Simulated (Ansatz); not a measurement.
Bulk crystal (HgTe) after relaxation:

```cif
data_structure
_symmetry_space_group_name_H-M 'P 1'
_symmetry_Int_Tables_number 1
_cell_length_a 4.7020
_cell_length_b 4.7020
_cell_length_c 4.7020
_cell_angle_alpha 60.000
_cell_angle_beta 60.000
_cell_angle_gamma 60.000
_cell_volume 73.51
loop_
_atom_site_label
_atom_site_type_symbol
_atom_site_fract_x
_atom_site_fract_y
_atom_site_fract_z
_atom_site_occupancy
Hg1 Hg 0.00000 0.00000 0.00000 1
Te1 Te 0.75000 0.75000 0.75000 1
```

Miller indices refer to the conventional cell of F-43m (No. 216), a = 6.650 Å, b = 6.650 Å, c = 6.650 Å, α = 90.00°, β = 90.00°, γ = 90.00°.

The (100) slab of 8 planes, 11.6 Å thick with 15 Å of vacuum as cut; outer planes Hg (top) and Te (bottom).

These are results of DFT PBE, scalar-relativistic, plane waves, PAW in Ansatz, not measurements. Plane waves to 420 eV, a k mesh through Γ of 8×8×1 on the computed 8-atom cell and Gaussian smearing (0.10 eV); no spin polarisation. The cell repeats along c with a dipole correction in the vacuum.

With the atoms at the bulk's places:

For the slab as cut, the surface energy (mean of both faces) is 0.72 J/m². The work function is 4.30 eV (top), 5.75 eV (bottom). The dipole of the slab along +c, per cell is 0.18 e·Å.

Q: What changes when all atoms relax within this surface cell and its symmetry?

A: The energy falls by 0.029 J/m² a face, and the largest move is 0.12 Å.

```yaml
Surface_energy_mean_of_both_faces: 0.69 J/m²
Work_function: 4.19 eV (top), 5.68 eV (bottom)
Dipole_of_the_slab_along_+c_per_cell: 0.18 e·Å
```

```tsv
plane (bottom to top)	atoms	spacing to next, bulk (Å)	relaxed (Å)	change (%)
1	Te	1.662	1.475	-11.3
2	Hg	1.662	1.830	+10.1
3	Te	1.662	1.545	-7.1
4	Hg	1.662	1.783	+7.3
5	Te	1.662	1.565	-5.8
6	Hg	1.662	1.773	+6.7
7	Te	1.662	1.609	-3.2
8	Hg
```

Spin-orbit coupling is left out, which matters for the bands of heavy elements.